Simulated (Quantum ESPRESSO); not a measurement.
# InPd in Quantum ESPRESSO: the effect of target pressure

Crystal: InPd.

```
In Pd
1.0
     3.27188    0.00000    0.00000
     0.00000    3.27188    0.00000
     0.00000    0.00000    3.27188
In Pd
1 1
Direct
  0.00000 0.00000 0.00000
  0.50000 0.50000 0.50000
```

The cell comes from a database or a generator and needn't be the stable form of this composition.

Alike in all runs:

| Item | Value |
| --- | --- |
| Program | Quantum ESPRESSO 7.5 |
| Task | relaxation of cell and atoms |
| Functional | PBEsol |
| Potentials or basis | GBRV 1.5 PBEsol |
| Cutoff | 871 eV |
| Density cutoff | 7007 eV |
| k mesh | 8 × 8 × 8 |
| Occupations | fermi-dirac, width 0.05 eV |
| Spin | no spin polarisation |

Each run relaxes the cell or the atoms first.

| target pressure | relaxed volume (Å³/atom) |
| --- | --- |
| 0 GPa | 16.94 |
| 2 GPa | 16.71 |
| 5 GPa | 16.40 |
| 10 GPa | ? |
| 20 GPa | 15.25 |
| 30 GPa | 14.70 |

**Question.** What does the run with target pressure 10 GPa give?

**Answer.** Relaxed volume 15.96 Å³/atom.

Worked out: In Murnaghan's law V^(-B') rises as a straight line in P. The other rows fit best with B' = 5.3, V0 = 16.94 Å³/atom and B0 = 142 GPa, which gives 15.96 Å³/atom at 10 GPa, against the run's 15.96.

Caveats: the volume moved by over 15 % at a fixed basis, so the end points are rough (some runs).
